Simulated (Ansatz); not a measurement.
Results of rVV10 (plane waves, PAW; Ansatz, a program for electronic structure) for α-phase Li3N.

Run with plane-wave cutoff 500 eV, 12×12×8 k mesh (along the axes of the cell as run), gaussian smearing 0.02 eV, scalar-relativistic PAW data made under PBE.

Computed at the level's own relaxed cell.

Question: What does this level give for the equilibrium volume per atom, lattice constant a, lattice parameter c and band gap?

Answer: 
* **equilibrium volume per atom**: 10.99 Å³/atom
* **lattice constant a**: 3.629 Å
* **lattice parameter c**: 3.856 Å
* **band gap**: 1.11 eV (on the SCF k mesh)

Measured, for comparison: band gap 2.15 eV (4 K, zero-point motion not removed, indirect, optical absorption, E parallel c; as tabulated in Brendecke and Bludau (1979), doi:10.1063/1.326533); lattice parameter c 3.866 Å (temperature not stated, not corrected to a static lattice; as tabulated in "Time-of-flight neutron diffraction study of Li3N at high temperature  Sample …). Computed (rounded) less measured: band gap -1.04 eV, lattice parameter c -0.3 %.

Computed values are for the static lattice.
